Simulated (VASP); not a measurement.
Input of a VASP 6.6.1 run:

File INCAR:

```
SYSTEM = Ba
PREC     = Accurate       ! precision mode
ENCUT    = 520            ! plane-wave cutoff, eV
EDIFF    = 1E-6           ! SCF threshold, eV
ISMEAR   = 0              ! smearing method
SIGMA    = 0.15           ! smearing width, eV
LREAL    = .False.        ! projectors in reciprocal space
LASPH    = .True.         ! aspherical terms in the spheres
NELM     = 60             ! most SCF steps
ALGO     = Fast           ! electronic algorithm
ISIF     = 2              ! what is computed and relaxed
LWAVE    = .False.        ! write WAVECAR
LCHARG   = .False.        ! write CHGCAR
GGA      = PE             ! functional
NBANDS   = 11             ! bands
```

Contents of KPOINTS:

```
Automatic mesh
0
Gamma
  14 14 14
  0 0 0
```

File POSCAR:

```
Ba
1.0
    0.0000000000      3.5163128610      2.5820285338
    3.5163128610      0.0000000000      2.5820285338
    3.5163128610      3.5163128610      0.0000000000
Ba
1
Direct
    0.0000000000      0.0000000000      0.0000000000
```

Potentials or basis: VASP PAW PBE potentials, release 64 (Ba_sv).

Run with:

```bash
$ cat potpaw_PBE.64/Ba_sv/POTCAR > POTCAR
$ mpirun -np 1 vasp_std > vasp.out
```

(1) Predict the band gap on the k mesh.

(2) Estimate the pressure.

## Answers

(1) none (metal or under the smearing width).

(2) 0.0 GPa.
